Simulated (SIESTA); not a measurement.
## SnTe: optical spectrum with PBEsol

Crystal: SnTe.

```
CELL_PARAMETERS angstrom
0.00000 3.61115 3.61115
3.61115 0.00000 3.61115
3.61115 3.61115 0.00000
ATOMIC_POSITIONS crystal
Te 0.25000 0.25000 0.25000
Sn 0.00000 0.00000 0.00000
```

Measurements of this composition are mostly on another form, of space group No. 225.

```
Program             : SIESTA 5.4.2
Task                : optical spectrum
Functional          : PBEsol
Potentials or basis : PseudoDojo 0.4 standard (PBEsol files)
Basis               : DZP (energy shift 0.003 Ry; two zetas on semicore shells)
Grid cutoff         : 500 Ry
Energy shift        : 0.003 Ry
k mesh              : 7 × 7 × 7
Occupations         : fermi-dirac, width 0.05 eV
Spin                : no spin polarisation
broadening (eV)     : 0.2 eV
window to (eV)      : 30 eV
polarisation        : polarized
direction           : 1.0 0.0 0.0
Optical mesh offset : true
```

The pressure is -0.9 GPa and the band gap on the k mesh is 0.28 eV, indirect (least direct gap 0.81 eV).

Dielectric function (mean over the directions given):
```tsv
energy (eV)	real part	imaginary part
0.30	13.33	0.00
0.90	17.34	7.14
1.60	8.34	5.30
2.30	9.65	5.91
3.00	14.98	14.38
3.60	-6.04	19.30
4.30	-3.74	8.18
5.00	-2.24	3.63
5.70	-1.57	3.70
6.40	-1.25	2.19
7.00	-1.53	1.66
7.70	-0.78	1.60
8.40	-0.99	1.43
9.10	-0.81	0.90
9.80	-0.42	1.08
10.40	-0.63	0.73
11.10	-0.33	0.55
11.80	-0.01	0.29
12.50	0.13	0.60
13.20	0.10	0.44
13.80	0.06	0.30
14.50	0.17	0.23
15.20	0.26	0.16
15.90	0.34	0.13
16.60	0.42	0.09
17.20	0.50	0.06
17.90	0.54	0.06
18.60	0.60	0.06
19.30	0.65	0.04
20.00	0.70	0.06
```

Wall time 35 s on 1 thread of Intel(R) Xeon(R) 6975P-C (Granite Rapids), on a shared host, peak memory 0.42 GiB.

Caveat: the basis holds too few empty states to meet the f-sum rule, so the spectrum is short of weight at high energy; spectra need much finer meshes, so this one isn't converged; independent-particle spectra lack excitons; spin-orbit coupling is left out, which moves the levels of the heavy elements; an odd mesh through Γ misses points on the zone boundary, where band edges often lie; the basis of atomic orbitals isn't converged, which shifts pressures, moduli and gaps.
